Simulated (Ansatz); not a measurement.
The system is AlRu.

```
Ru Al
1.0
     2.99160    0.00000    0.00000
     0.00000    2.99160    0.00000
     0.00000    0.00000    2.99160
Ru Al
1 1
Cartesian
  1.4958 1.4958 1.4958
  0.0000 0.0000 0.0000
```

| Quantity | Value |
| --- | --- |
| Program | Ansatz 0.2.0 |
| Task | relaxation of cell and atoms |
| Functional | BLYP |
| Dispersion | D3(BJ) |
| Potentials or basis | Ansatz PAW |
| Cutoff | 420 eV (not typed: the program's choice for these potentials) |
| k mesh | 9 × 9 × 9 |
| Occupations | fermi-dirac, width 0.05 eV |
| Spin | no spin polarisation |

At the start: volume 13.39 Å³/atom.

Question: How do energy, volume and symmetry change on relaxing?

Answer: It ends after 5 steps and the volume is 13.01 Å³/atom (-2.8 %); space group Pm-3m (No. 221, to 0.05 Å).

The path:
```csv
step,energy change (eV),largest force (eV/Å),volume (Å³)
1,0.0000,0.0000,26.77
2,-0.0141,0.0000,25.84
3,-0.0148,0.0000,26.02
4,-0.0148,0.0000,26.01
5,-0.0145,0.0000,26.01
```

Final structure:
```xyz
2
Lattice="2.9630 0.0000 0.0000 0.0000 2.9630 0.0000 0.0000 0.0000 2.9630" Properties=species:S:1:pos:R:3 pbc="T T T"
Ru    1.4815    1.4815    1.4815
Al    0.0000    0.0000    0.0000
```

Caveat: the plane-wave basis is chosen anew once the cell has moved, so the energies of steps on either side of that aren't comparable; pairwise dispersion overbinds metals, which lowers pressure and volume; the PAW data sets come from PBE, with cores solved anew for the run's functional, which leaves a small shift of forces and pressure.
